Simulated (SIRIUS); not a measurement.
Ta and the effect of the dispersion correction

Symmetry: Im-3m, No. 229, cubic system. Conventional cell: a = 3.303 Å, b = 3.303 Å, c = 3.303 Å, α = 90.00°, β = 90.00°, γ = 90.00°. Ta (site symmetry m-3m) is surrounded by 8 Ta at 2.86 Å.

Kept alike: task equation of state; functional PBE; k mesh 11 × 11 × 11; occupations fermi-dirac, width 0.05 eV; no spin polarisation. Program: SIRIUS, all-electron FP-LAPW, apw+lo standard, cutoff 170 eV. The mesh is that of the run's cell of 1 atom. No spin-orbit coupling.

| dispersion correction | volume (Å³/atom) | bulk modulus (GPa) |
| --- | --- | --- |
| D3(zero) | 17.642 | 212.1 |
| D3(BJ) | 17.685 | 208.1 |
| D4 | 17.980 | 200.3 |
| none | 18.235 | 193.4 |

For a metal such a mesh leaves the last digits unconverged. Volume and modulus come from cells scaled at fixed shape and fractions.

The volume runs from 17.642 (D3(zero)) to 18.235 Å³/atom (none). Against no correction: D3(zero) -3.3 %; D3(BJ) -3.0 %; D4 -1.4 %. Dispersion terms mostly attract and so lower the volume; the schemes' coefficients and damping set how far. The bulk modulus runs from 193.4 (none) to 212.1 GPa (D3(zero)). Measured: 194 GPa (arxiv:1910.08312); nearest none, 0.6 GPa off. The runs are for a static lattice.

Across all four rows, a smaller equilibrium volume goes with a larger bulk modulus. Tantalum is held together mainly by its partly filled 5d band, whose bonding states give strong cohesion without any dispersion term. The added attraction therefore acts as a modest inward pressure on an already stiff metal. The stiffening probably reflects the steeper short-range repulsion at reduced volume, although the curvature of the dispersion term itself may also contribute.

The two properties don't favour the same treatment. The uncorrected run comes closest to the measured modulus, whereas the listed cell, which matches the well-known lattice constant of tantalum, implies a volume nearer to D4. Both D3 variants give a volume below that of this cell and too high a modulus, which suggests overbinding. This would be expected where pairwise atomic coefficients miss the screening of fluctuating dipoles by conduction electrons. The agreement in modulus alone therefore doesn't show that dispersion is negligible in tantalum.
